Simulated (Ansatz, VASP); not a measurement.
## One calculation of HfO2, two programs

```
Hf O
1.0
     0.00000    2.55750    2.55750
     2.55750    0.00000    2.55750
     2.55750    2.55750    0.00000
Hf O
1 2
Cartesian
  0.0000 0.0000 0.0000
  3.8363 3.8363 3.8363
  1.2788 1.2788 1.2788
```

Measurements of this composition are mostly on another form, of space group No. 14.

Alike in both runs: task single point; functional PBE; k mesh 9 × 9 × 9; occupations fermi-dirac, width 0.05 eV; no spin polarisation.

```csv
,VASP,Ansatz
version,VASP 6.6.1,Ansatz 0.2.0
potentials or method,"VASP PAW PBE potentials, release 64 (Hf_pv, O)",Ansatz PAW
plane-wave cutoff (eV),520,420
valence electrons in the cell,22,38
```

VASP gave:

| Item | Value |
| --- | --- |
| gap on the k mesh at the Fermi level (eV) | 3.84 |
| least direct gap on the mesh (eV) | 3.95 |
| pressure (GPa) | -6.0 |

Problem. What did Ansatz give for the same quantities?

Solution. gap on the k mesh at the Fermi level (eV): 3.83; least direct gap on the mesh (eV): 3.94; pressure (GPa): -2.5.

The two sets of potentials don't hold the same shells in valence.

Caveats: spin-orbit coupling is left out, which moves the levels of the heavy elements; an odd mesh through Γ misses points on the zone boundary, where band edges often lie (VASP); odd divisions of the mesh miss points on the zone boundary, where band edges often lie, so the gap on the mesh can be too wide (Ansatz); the pressure holds a Pulay correction of +0.9 GPa for the finite cutoff (Ansatz). PBE gaps usually lie below the measured ones, often by a third to a half.
